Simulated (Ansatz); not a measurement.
BN, 2 atoms in the cell. It takes space group R3m (No. 160, trigonal). Conventional cell: a = 2.502 Å, b = 2.502 Å, c = 10.119 Å, α = 90.00°, β = 90.00°, γ = 120.00°. N (site symmetry 3m) has 3 B at 1.44 Å as nearest neighbours. B (site symmetry 3m) has 3 N at 1.44 Å as nearest neighbours. The cell is a database's computed one.

```yaml
Program: Ansatz 0.2.0
Task: relaxation of cell and atoms
Functional: RPBE
Potentials_or_basis: Ansatz PAW
Cutoff: "420 eV (not typed: the program's choice for these potentials)"
k_mesh: 12 × 12 × 12
Occupations: fermi-dirac, width 0.05 eV
Spin: no spin polarisation
```

Potentials or basis: Ansatz PAW.

The run is started by

```bash
$ ansatz run input.yaml --threads 2 --pin off --max-ram 5632MiB --backend cpu --events-out ev --progress --plain --runs-dir out
```

Hardware: 2 threads of Arm Neoverse V2, with other jobs on the host.

Q: How long does it take, and how much memory?

A: Wall time 76 s on 2 threads of Arm Neoverse V2, on a shared host, peak memory 0.36 GiB. Counts: scf iterations 183, plane waves 527, k points 189, bands 8, ion steps 34.
